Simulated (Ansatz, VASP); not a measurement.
**Si2HF (H-SiSi-F chair monolayer): VASP beside Ansatz**

Wanted: the spread between two codes on one cell, functional and k mesh. The structure shown is the start of the Ansatz relaxation below; VASP solves that cell, so the two are compared at the walk's first step.

Method: plane waves, with VASP 6.6.1 beside it; single point at PBE with D3(BJ), in Ansatz 0.2.0.

## Step 1: Set-up

The cell holds 4 atoms: 1 F, 2 Si and 1 H. Its edges and angles: a = 3.663 Å, b = 3.663 Å, c = 31.480 Å, α = 90.0°, β = 90.0°, γ = 120.0°. Vacuum lies along c. The height across the vacuum is the one that the program set for its solve, not the one typed.

Structure file:

```cif
data_structure
_symmetry_space_group_name_H-M 'P 1'
_symmetry_Int_Tables_number 1
_cell_length_a 3.6630
_cell_length_b 3.6630
_cell_length_c 31.4800
_cell_angle_alpha 90.000
_cell_angle_beta 90.000
_cell_angle_gamma 120.000
_cell_volume 365.80
loop_
_atom_site_label
_atom_site_type_symbol
_atom_site_fract_x
_atom_site_fract_y
_atom_site_fract_z
_atom_site_occupancy
F1 F 0.66667 0.33333 0.28590 1
Si2 Si 0.66667 0.33333 0.33926 1
Si3 Si 0.33333 0.66667 0.36277 1
H4 H 0.33333 0.66667 0.40788 1
```

## Step 2: Ansatz: relaxation, PBE with D3(BJ)

Ansatz runs on its default PAW (the set named soft_2) files.

The two programs are compared at the cell with which this relaxation starts, whose forces are those of its first step.

input.yaml reads:

```yaml
crystal:
  lattice:
    - [3.663, 0.0, 0.0]
    - [-1.8315, 3.1722510541, 0.0]
    - [0.0, 0.0, 21.84]
  atoms:
    - { symbol: F, position: [0.6666666667, 0.3333333333, 0.4120879121] }
    - { symbol: Si, position: [0.6666666667, 0.3333333333, 0.489010989] }
    - { symbol: Si, position: [0.3333333333, 0.6666666667, 0.5228937729] }
    - { symbol: H, position: [0.3333333333, 0.6666666667, 0.5879120879] }
  periodic: [true, true, false]
kpoints:
  mp_grid: { grid: [12, 12, 1] }
hamiltonian:
  xc: pbe
  dispersion: d3bj
scf:
  occupations: { method: fermi_dirac, width: 0.05 }
  convergence: { dr2_threshold: 1.0e-09 }
relax:
  f_tol: 0.004
  max_steps: 90
  cell: {}
output:
  write_potential: true
  write_density: true
  volumetric_format: npy
```

Command:

```bash
> ansatz run input.yaml --threads 2 --pin off --max-ram 3072MiB --backend cpu --events-out ev --progress --plain --runs-dir out
```

Numbers of over 12 decimals in the logs are rounded to 6 here.

Log:

```text
Warning: crystal.periodic: the lattice vector that does not repeat stood 0.000° off the slab's normal, 21.840 Å along it as the deck builds it. The run solves the slab on a vector along the normal, 31.480 Å long, with every atom where it was (on the deck's vector they left 18.00 Å outside them, and the widest stretch free of ions among them is 1.68 Å). A fractional position that the run reports is one of the run's ce [...]
Warning: relax.cell: scf.convergence.dr2_threshold = 1e-9 eV is looser than the 2.08827558571e-10 eV advised for a relaxation that steers and ends on the stress (1e-10 eV for each atom of the cell: 4, times the square of relax.cell.stress_2d_tol = 0.05 N/m over 13.8 Å (the atoms' height at the walk's start and 5 Å past either face), 3.613e-2 GPa, over a crystal's default 0.05). What an SCF threshold leaves in a stress goes as its square root, and in the free energy as the threshold itself, and one threshold admits the most on a small cell: [figures from the program's tests cut] Set scf.convergence.dr2_threshold to 2.08827558571e-10 eV or tighter. [rest of the remark cut]
crystal.periodic: the lattice vector that does not repeat stood 0.000° off the slab's normal, 21.840 Å along it as the deck builds it. The run solves the slab on a vector along the normal, 31.480 Å long, with every atom where it was (on the deck's vector they left 18.00 Å outside them, and the widest stretch free of ions among them is 1.68 Å). A fractional position that the run reports is one of the run's cell, which [...]
Engine: ansatz 0.2.0, aarch64-unknown-linux-gnu
Pseudopotentials: kind: paw
Pseudopotential: F, paw, valence charge 7, recommended cutoff 420 eV (normal), F.paw.azcp
Pseudopotential: Si, paw, valence charge 4, recommended cutoff 420 eV (normal), Si.paw.azcp
Pseudopotential: H, paw, valence charge 1, recommended cutoff 420 eV (normal), H.paw.azcp
Functional definition: PBE
  parameter kappa = 0.804
  parameter beta = 0.066725
  exchange = pbe_x(kappa = kappa, mu = beta*pi^2/3)
  correlation = pbe_c(beta = beta)
Crystal: 4 atoms, lattice volume = 365.796 Å³
Basis set: ecut = 420 eV, 7089 PW (Γ), exchange–correlation on 50×50×432 points (8 copies of the dense FFT grid, shifted against one another)
[...]
Crystal: 4 atoms, lattice volume = 414.050 Å³
Basis set: ecut = 420 eV, 8217 PW (Γ), exchange–correlation on 54×54×432 points (8 copies of the dense FFT grid, shifted against one another)
iter 1 solved again at ethr=1.80e-7 eV; its pass at ethr=3.10e-3 eV (dr2=2.88e-5 eV) is discarded
SCF iter   1: F=—  HF=-2096.824043 eV  |F-HF|=—  |Δ(HF+E_count)|=         —  Δρ=8.52e-5  dr2=2.80e-5  ethr=1.80e-7  ⟨swp⟩=3.3  Hψ=2198  notcnv=0
preconditioner: auto → none  [insulator: Δε(μ)=1.652 eV  Ē_g=9.294 eV  σ=0.050 eV  W_gap=1.00  n_scr=14 (ndim 8)  ℏωp=6.8 eV  f_vac=0.799  D(μ)=0.00/eV (n_scr^D=0)  ε∞_Penn≈1.5]
SCF iter   2: F=—  HF=-2096.824247 eV  |F-HF|=—  |Δ(HF+E_count)|=   2.04e-4  Δρ=4.07e-5  dr2=6.30e-6  ethr=1.75e-7  ⟨swp⟩=2.3  Hψ=342  notcnv=0
SCF iter   3: F=—  HF=-2096.824249 eV  |F-HF|=—  |Δ(HF+E_count)|=   2.41e-6  Δρ=2.53e-5  dr2=1.06e-5  ethr=3.94e-8  ⟨swp⟩=2.9  Hψ=403  notcnv=0
SCF iter   4: F=—  HF=-2096.824245 eV  |F-HF|=—  |Δ(HF+E_count)|=   3.95e-6  Δρ=7.64e-6  dr2=1.31e-7  ethr=3.94e-8  ⟨swp⟩=2.6  Hψ=336  notcnv=0
SCF iter   5: F=—  HF=-2096.824284 eV  |F-HF|=—  |Δ(HF+E_count)|=   3.90e-5  Δρ=2.06e-6  dr2=9.94e-9  ethr=8.21e-10  ⟨swp⟩=3.1  Hψ=443  notcnv=0
SCF iter   6: F=-2096.824284 eV  HF=-2096.824284 eV  |F-HF|=9.18e-10  |Δ(HF+E_count)|=   1.25e-8  Δρ=7.09e-7  dr2=9.46e-10  ethr=6.25e-12  ⟨swp⟩=9.6  Hψ=1902  notcnv=0
SCF 9 converged in 6 iterations: F = -2096.824284 eV  dr2 = 9.46e-10
relax step   9: F+E_penalty+E_count = -2096.82428431 eV  Δ(F+E_penalty+E_count) = +1.696e-4 eV  max|allowed force component| = 1.619e-3 eV/Å  Δτ_max = 0.0012 Å  P = +0.003 N/m  Ω = 414.050 Å³  energy of the carried Pulay correction = -1.175e-3 eV  fix = [c, alpha, beta]  reactions: c +0.000 N/m  (6 SCF iters, accepted)
iter 1 solved again at ethr=1.04e-6 eV; its pass at ethr=3.10e-3 eV (dr2=1.66e-4 eV) is discarded
SCF iter   1: F=—  HF=-2096.824834 eV  |F-HF|=—  |Δ(HF+E_count)|=         —  Δρ=3.60e-5  dr2=5.62e-7  ethr=1.04e-6  ⟨swp⟩=4.7  Hψ=3285  notcnv=0
eigensolver tolerance schedule: the retry pair's looser diagonalisation over-reported the residual by 294.35 of it (diagonalisation noise at 0.11 of the residual, at the tolerance the schedule requests for it); recorded, not acted on — ethr = c·dr2/N_el stays at c = 1.0e-1
preconditioner: auto → none  [insulator: Δε(μ)=1.653 eV  Ē_g=9.289 eV  σ=0.050 eV  W_gap=1.00  n_scr=14 (ndim 8)  ℏωp=6.8 eV  f_vac=0.799  D(μ)=0.00/eV (n_scr^D=0)  ε∞_Penn≈1.5]
SCF iter   2: F=—  HF=-2096.825325 eV  |F-HF|=—  |Δ(HF+E_count)|=   4.91e-4  Δρ=1.63e-5  dr2=1.48e-7  ethr=3.51e-9  ⟨swp⟩=3.5  Hψ=541  notcnv=0
SCF iter   3: F=—  HF=-2096.825441 eV  |F-HF|=—  |Δ(HF+E_count)|=   1.16e-4  Δρ=7.29e-6  dr2=7.96e-8  ethr=9.26e-10  ⟨swp⟩=2.3  Hψ=383  notcnv=0
SCF iter   4: F=—  HF=-2096.825472 eV  |F-HF|=—  |Δ(HF+E_count)|=   3.08e-5  Δρ=2.33e-6  dr2=5.07e-8  ethr=4.97e-10  ⟨swp⟩=2.3  Hψ=391  notcnv=0
SCF iter   5: F=—  HF=-2096.825474 eV  |F-HF|=—  |Δ(HF+E_count)|=   2.49e-6  Δρ=8.94e-7  dr2=1.96e-9  ethr=3.17e-10  ⟨swp⟩=2.1  Hψ=285  notcnv=0
SCF iter   6: F=-2096.825475 eV  HF=-2096.825475 eV  |F-HF|=3.22e-7  |Δ(HF+E_count)|=   6.93e-7  Δρ=2.56e-7  dr2=1.06e-10  ethr=6.25e-12  ⟨swp⟩=16.4  Hψ=2263  notcnv=0
SCF 10 converged in 6 iterations: F = -2096.825475 eV  dr2 = 1.06e-10
relax step  10: F+E_penalty+E_count = -2096.82547540 eV  Δ(F+E_penalty+E_count) = -1.191e-3 eV  max|allowed force component| = 1.236e-3 eV/Å  Δτ_max = 0.0000 Å  P = +0.010 N/m  Ω = 414.050 Å³  fix = [c, alpha, beta]  reactions: c +0.000 N/m  stress off target by 1.03e-2 N/m on what of the cell is left free  SCF on the basis re-selected at this cell (its energy is not comparable with the rows above)  (6 SCF iters)
basis re-selected at this cell: Δ(F+E_penalty+E_count) = -1.191e-3 eV, ΔP = +0.008 N/m vs the last step (what re-selecting the basis moved, of the pressure what is left beyond the Pulay correction that the steps carried, after the strain that the cell walked since its last selection, with what the two solves' SCF thresholds leave and, on support functions, any second-order correction that the steps lacked; it is no m [...]
WARN: The output density's exchange-correlation potential varies sharply where the density is thin. Do not read a vacuum level from v_tot or v_xc, or from such a field of the output density. On a cell that repeats whose density bears no net charge and no dipole along the vacuum's axis use v_es (v_loc + v_h of the components); under efield.dipole_correction with no amplitude use v_es + v_field, which holds any externa [...]
SCF converged after 6 iterations
Free energy (F): -2096.825475 eV
Harris-Foulkes:  -2096.825475 eV  (|F-HF|=3.22e-7)
Internal energy: -2096.825475 eV  (E = F + TS)
E sigma→0 (E₀):  -2096.825475 eV
Fermi energy:    -4.969970 eV
--- Per-component energies (eV) ---
  E_band       = -211.014549
  E_kinetic    = 301.080936
  E_local      = -12165.056353  (includes V_loc(G=0)·N_el)
  E_nonlocal   = 126.229067
  E_hartree    = 5902.342432
  E_xc         = -198.395285
  E_vxc        = -206.245577  (∫ρ·V_xc dr)
  E_paw        = -1226.648968  (= ΣΔE_a)
  E_vpaw       = -71.708750  (= ΣTr[D̂ρ^β])
  E_aug_tail   = 0.000850  (compensation charges beyond the density's cutoff)
  E_ewald      = 5163.990266
  E_disp       = -0.368421  (pairwise vdW)
  E_smearing   = -0.000000  (= −TS)
  E_closure    = -0.000000  (closes the sum)
  Σ components = -2096.825475   (vs F -2096.825475, Δ=0.00e0)
--- Forces (eV/Å), atoms counted from 1 ---
  atom   1  F      0.00000000    -0.00000000     0.00080673
  atom   2  Si     0.00000000     0.00000000    -0.00124596
  atom   3  Si     0.00000000    -0.00000000     0.00007291
  atom   4  H     -0.00000000    -0.00000000     0.00032555
  max |Σ_I F_I| component: 4.08e-5 eV/Å
--- 2D stress c σ (N/m, compression-positive) ---
        0.010345      -0.000000       0.000000
       -0.000000       0.010345      -0.000000
        0.000000      -0.000000       0.000000
  P = ½ c Tr σ = 0.0103 N/m
--- Band table (eV; the first three rows and the last of 19) ---
  k-point 0: bands = ["-29.9818", "-16.1770", "-12.5670", "-10.6304", "-10.6304", "-9.8506", "-5.8179", "-5.8179", "-4.1645", "-2.0339", "-1.9583", "-1.9583"]
  k-point 1: bands = ["-29.9804", "-16.1066", "-12.5660", "-10.6763", "-10.6399", "-9.8240", "-6.4169", "-5.9562", "-3.8096", "-2.1098", "-1.7342", "-1.6688"]
  k-point 2: bands = ["-29.9765", "-15.8982", "-12.5719", "-10.7910", "-10.6661", "-9.7867", "-7.4184", "-6.2686", "-3.4966", "-2.2800", "-1.1904", "-0.9156"]
  k-point 18: bands = ["-29.9579", "-13.7419", "-13.5751", "-11.1563", "-10.8671", "-10.8039", "-8.7025", "-8.5234", "-2.1237", "-1.0084", "-0.3856", "0.7702"]
  the weakly bound empty levels are not read free of the cell's end (no_gap_told)
--- Relaxed structure (8 steps of the walk, 7 accepted, 2 SCFs on fresh bases) ---
  F+E_penalty+E_count = -2096.82547540 eV   max|allowed force component| = 1.236e-3 eV/Å   (the final SCF, on the basis selected at the relaxed cell)
  cell:  # Å, volume = 414.0505 Å³
    - [3.897122, 0.0, 0]
    - [-1.948561, 3.375006, 0]
    - [0, 0, 31.480000]
  atoms:
    - { symbol: F, position: [0.666667, 0.333333, 0.287071] }
    - { symbol: Si, position: [0.666667, 0.333333, 0.338571] }
    - { symbol: Si, position: [0.333333, 0.666667, 0.361206] }
    - { symbol: H, position: [0.333333, 0.666667, 0.408958] }
```

## Step 3: VASP: single point, PBE with D3(BJ), start cell

The same cell, functional, mesh and smearing now go to VASP, with its own data sets.

Lines of VASP's logs that name or quote its potential files are left out, and so is its time.

INCAR reads:

```
SYSTEM = Si2HF
PREC = Accurate
ENCUT = 520
EDIFF = 1E-06
NELM = 120
ISMEAR = -1
SIGMA = 0.05
LREAL = .FALSE.
ALGO = Normal
GGA = PE
IVDW = 12
NBANDS = 14
LORBIT = 11
LWAVE = .FALSE.
LCHARG = .FALSE.
ISIF = 2
LDIPOL = .TRUE.
IDIPOL = 3
DIPOL = 0.5 0.5 0.349
LVHAR = .TRUE.
LASPH = .TRUE.
GGA_COMPAT = .FALSE.
EFERMI = MIDGAP
NELMDL = -8
```

POSCAR reads:

```
Si2HF
1.0
    3.6630000000      0.0000000000      0.0000000000
   -1.8315000000      3.1722510000      0.0000000000
    0.0000000000      0.0000000000     31.4800000000
F Si H
1 2 1
Direct
    0.6666666667      0.3333333333      0.2858958069
    0.6666666667      0.3333333333      0.3392630241
    0.3333333333      0.6666666667      0.3627700127
    0.3333333333      0.6666666667      0.4078780178
```

KPOINTS reads:

```
Automatic mesh
0
Gamma
12 12 1
0 0 0
```

The projector-augmented-wave data sets are F, Si and H (PBE family, release 64).

Command:

```bash
> mpirun -np 1 vasp_std
```

Log:

```text
[banner, memory and clock lines left out]
running    1 mpi-ranks, on    1 nodes
 distrk:  each k-point on    1 cores,    1 groups
 distr:  one band on    1 cores,    1 groups

 POSCAR found type information on POSCAR F SiH
 POSCAR found :  3 types and       4 ions
 LDA part: xc-table for (Slater+PW92), standard interpolation
 POSCAR, INCAR and KPOINTS ok, starting setup
 FFT: planning ... GRIDC
 FFT: planning ... GRID_SOFT
 FFT: planning ... GRID
 WAVECAR not read
 entering main loop
       N       E                     dE             d eps       ncg     rms          rms(c)
DAV:   1     0.117405346590E+03    0.11741E+03   -0.51428E+03   588   0.763E+02
DAV:   2    -0.388597658916E+01   -0.12129E+03   -0.11189E+03   964   0.159E+02
DAV:   3    -0.197967685587E+02   -0.15911E+02   -0.15749E+02   700   0.741E+01
DAV:   4    -0.201400916535E+02   -0.34332E+00   -0.34249E+00   688   0.124E+01
DAV:   5    -0.201462641032E+02   -0.61724E-02   -0.61699E-02   712   0.168E+00
DAV:   6    -0.201465021812E+02   -0.23808E-03   -0.23805E-03   772   0.320E-01
DAV:   7    -0.201465101504E+02   -0.79692E-05   -0.79698E-05   776   0.444E-02
DAV:   8    -0.201465102754E+02   -0.12499E-06   -0.12433E-06   694   0.503E-03    0.867E+00
DAV:   9    -0.192005984083E+02    0.94591E+00   -0.24909E+00   748   0.151E+01    0.497E+00
DAV:  10    -0.190341403064E+02    0.16646E+00   -0.26935E-01   730   0.466E+00    0.213E+00
DAV:  11    -0.189864384603E+02    0.47702E-01   -0.10187E-01   706   0.220E+00    0.426E-01
DAV:  12    -0.189827071632E+02    0.37313E-02   -0.87812E-03   822   0.105E+00    0.201E-01
DAV:  13    -0.189818089198E+02    0.89824E-03   -0.24163E-03   700   0.410E-01    0.869E-02
DAV:  14    -0.189813578936E+02    0.45103E-03   -0.47414E-04   724   0.159E-01    0.559E-02
[...]
DAV:  19    -0.189821019362E+02   -0.16682E-03   -0.70057E-06   604   0.216E-02    0.246E-03
DAV:  20    -0.189821395507E+02   -0.37614E-04   -0.24879E-06   610   0.845E-03    0.201E-03
DAV:  21    -0.189821880597E+02   -0.48509E-04   -0.22285E-06   602   0.830E-03    0.137E-03
DAV:  22    -0.189822016664E+02   -0.13607E-04   -0.28414E-07   512   0.492E-03    0.616E-04
DAV:  23    -0.189822188296E+02   -0.17163E-04   -0.74794E-07   540   0.420E-03    0.477E-04
DAV:  24    -0.189822215062E+02   -0.26766E-05   -0.56010E-08   536   0.169E-03    0.211E-04
DAV:  25    -0.189822240986E+02   -0.25925E-05   -0.49838E-08   452   0.137E-03    0.269E-04
DAV:  26    -0.189822245864E+02   -0.48780E-06   -0.99439E-09   488   0.532E-04
   1 F= -.19403361E+02 E0= -.19403361E+02  d E =-.814305E-08
```

Parts of OUTCAR (step 3):

```text
ion  position               nearest neighbor table
   1  0.667  0.333  0.286-   2 1.68
   2  0.667  0.333  0.339-   1 1.68   3 2.24   3 2.24   3 2.24
   3  0.333  0.667  0.363-   4 1.42   2 2.24   2 2.24   2 2.24
   4  0.333  0.667  0.408-   3 1.42

  LATTYP: Found a hexagonal cell.
 ALAT       =     3.6630000000
 C/A-ratio  =     8.5940485940

 Subroutine GETGRP returns: Found  6 space group operations
 (whereof  6 operations were pure point group operations)

The static configuration has the point symmetry C_3v.

 Found     19 irreducible k-points:

   k-points           NKPTS =     19   k-points in BZ     NKDIM =     19   number of bands    NBANDS=     14

   dimension x,y,z NGX =    28 NGY =   28 NGZ =  240
   dimension x,y,z NGXF=    56 NGYF=   56 NGZF=  480

   ENCUT  =  520.0 eV  38.22 Ry    6.18 a.u.   6.81  6.81 58.53*2*pi/ulx,y,z

   NELECT =      16.0000    total number of electrons

 k-points in reciprocal lattice and weights: Automatic mesh
   0.00000000  0.00000000  0.00000000       0.007
   0.08333333  0.00000000  0.00000000       0.042
   0.16666667  0.00000000  0.00000000       0.042
   0.25000000  0.00000000  0.00000000       0.042
   0.33333333  0.00000000  0.00000000       0.042
   0.41666667  0.00000000  0.00000000       0.042
   0.50000000  0.00000000  0.00000000       0.021
   0.08333333  0.08333333  0.00000000       0.042
   0.16666667  0.08333333  0.00000000       0.083
[...]
0.33333333  0.25000000  0.00000000       0.083
   0.33333333  0.33333333  0.00000000       0.014

 dipolmoment           0.000000      0.000000     -0.183860 electrons x Angstroem

 average (electrostatic) potential at core
       1 -84.0298       2 -93.5242       3 -92.7492       4 -41.5617

 E-fermi :  -3.5387

 k-point     1 :       0.0000    0.0000    0.0000
  band No.  band energies     occupation
    ...
      4      -8.8913      2.00000
      5      -8.6368      2.00000
      6      -8.6368      2.00000
      7      -4.3200      2.00000
      8      -4.3200      2.00000
      9      -2.7946      0.00000
     10      -0.5578      0.00000
     11      -0.3901      0.00000
     12      -0.3901      0.00000
     13       0.1980      0.00000
    ...

 k-point     2 :       0.0833    0.0000    0.0000
  band No.  band energies     occupation
    ...
      4      -8.9356      2.00000
      5      -8.6504      2.00000
      6      -8.6293      2.00000
      7      -4.9659      2.00000
      8      -4.4969      2.00000
      9      -2.5147      0.00000
     10      -0.6080      0.00000
     11      -0.2636      0.00000
     12      -0.0404      0.00000
     13       0.3156      0.00000
    ...

 k-point     3 :       0.1667    0.0000    0.0000
  band No.  band energies     occupation
    ...
      4      -9.0597      2.00000
      5      -8.6879      2.00000
      6      -8.6301      2.00000
      7      -6.0948      2.00000
      8      -4.8835      2.00000
      9      -2.2440      0.00000
     10      -0.8342      0.00000
     11       0.0736      0.00000
     12       0.6370      0.00000
     13       0.8482      0.00000
    ...

 Edisp (eV)   -0.42114

  Total       4.46177     4.46177     0.38550     0.00000     0.00000     0.00000
  in kB      19.54242    19.54242     1.68849     0.00000     0.00000     0.00000
  external pressure =       13.59 kB  Pullay stress =        0.00 kB

  energy-cutoff  :      520.00
  volume of cell :      365.80
      direct lattice vectors                 reciprocal lattice vectors
     3.663000000  0.000000000  0.000000000     0.273000273  0.157616784  0.000000000
    -1.831500000  3.172251000  0.000000000     0.000000000  0.315233568  0.000000000
     0.000000000  0.000000000 31.480000000     0.000000000  0.000000000  0.031766201

 POSITION                                       TOTAL-FORCE (eV/Angst)
 -----------------------------------------------------------------------------------
      1.83150      1.05742      9.00000        -0.000000      0.000000      1.423387
      1.83150      1.05742     10.68000         0.000000     -0.000000     -2.199640
     -0.00000      2.11483     11.42000         0.000000     -0.000000     -0.810484
     -0.00000      2.11483     12.84000         0.000000      0.000000      1.586737
 -----------------------------------------------------------------------------------
    total drift:                               -0.000001      0.000001      0.000206

  FREE ENERGIE OF THE ION-ELECTRON SYSTEM (eV)
  ---------------------------------------------------
  free  energy   TOTEN  =       -19.4033613302 eV

  energy  without entropy=      -19.4033613221  energy(sigma->0) =      -19.40336133

 vacuum level on the upper side and lower side of the slab         0.028         2.891

 total charge
# of ion       s       p       d       tot
------------------------------------------
    1        1.746   4.340   0.000   6.086
    2        0.737   0.968   0.000   1.705
    3        0.757   1.103   0.000   1.860
    4        0.591   0.017   0.000   0.608
--------------------------------------------------
tot          3.831   6.427   0.000  10.258

[... 3 further parts left out ...]
```

## Step 4: Comparison

Known differences besides the potentials themselves: Ansatz cuts the interaction across the vacuum, VASP repeats the sheet with a dipole correction; the cutoff is 420 eV in Ansatz and 520 eV in VASP. Total energies have different zeros and are not compared.

Forces (eV/Å; atoms numbered as in POSCAR):

```
atom        Ansatz x, y, z          VASP x, y, z
  F1   0.000, 0.000, 1.577   0.000, 0.000, 1.423
 Si2  0.000, 0.000, -2.359  0.000, 0.000, -2.200
 Si3  0.000, 0.000, -0.819  0.000, 0.000, -0.810
  H4   0.000, 0.000, 1.601   0.000, 0.000, 1.587
```

The forces differ by 64 meV/Å r.m.s., which is 7.0 % of the r.m.s. force of 0.915 eV/Å (both taken over all components). With vacuum in the cell, a pressure given here is an average over mostly empty space and none of the material.

## Step 5: Summary of results

| Quantity | Value |
| --- | --- |
| r.m.s. force difference (single point, PBE with D3(BJ), start cell) | 7.0 % of the r.m.s. force |

The r.m.s. force difference is 7.0 % of the r.m.s. force (single point, PBE with D3(BJ), start cell), beyond the 3 % picked in this series as the mark of a large difference. What causes the difference of the single point, PBE with D3(BJ), start cell pair stays open here. 1 further run of this series is not shown here. Such differences can come from data sets, numerical settings and the points named under the comparisons, not from the functional's error against experiment.

[Lines on the potential files, build, host, timing and source positions are cut from VASP's logs without a mark.]

[Logs are printed without paths, hosts, clocks, repeated set-up lines and the standing remarks that a program may print on its own settings, such as how far it seeks lower states.]

[Hosts, paths, dates, database ids (printed as entryN), source tags and the programs' standing remarks are cut or masked in the printed files.]
